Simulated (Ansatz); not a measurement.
HgTe (Coloradoite):

```xyz
2
Lattice="0.0000 3.2145 3.2145 3.2145 0.0000 3.2145 3.2145 3.2145 0.0000" Properties=species:S:1:pos:R:3 pbc="T T T"
Hg    0.0000    0.0000    0.0000
Te    4.8217    4.8217    4.8217
```

| Quantity | Value |
| --- | --- |
| Program | Ansatz 0.2.0 |
| Task | relaxation of cell and atoms |
| Functional | revPBE |
| Potentials or basis | all-electron LAPW, scalar-relativistic |
| Basis error allowed | 0.001 eV/atom |
| k mesh | 7 × 7 × 7 |
| Occupations | fermi-dirac, width 0.05 eV |
| Spin | no spin polarisation |

At the start: volume 33.22 Å³/atom.

**Question.** How do energy, volume and symmetry change on relaxing?

**Answer.** Over 4 steps the energy falls by 76.7 meV/atom and the volume is 38.14 Å³/atom (+14.8 %); space group F-43m (No. 216, to 0.05 Å).

The path:
| step | energy change (eV) | largest force (eV/Å) | volume (Å³) |
| --- | --- | --- | --- |
| 1 | 0.0000 | 0.0000 | 66.43 |
| 2 | -0.1532 | 0.0000 | 76.63 |
| 3 | -0.1535 | 0.0000 | 76.28 |
| 4 | -0.1535 | 0.0000 | 76.28 |

Final structure:
```yaml
crystal:
  lattice:
    - [0.00000, 3.36604, 3.36604]
    - [3.36604, 0.00000, 3.36604]
    - [3.36604, 3.36604, 0.00000]
  atoms:
    - { symbol: Hg, position: [0.00000, 0.00000, 0.00000] }
    - { symbol: Te, position: [0.75000, 0.75000, 0.75000] }
```

Caveat: the volume moved by +15 % from the deposited cell, more than functionals usually miss.
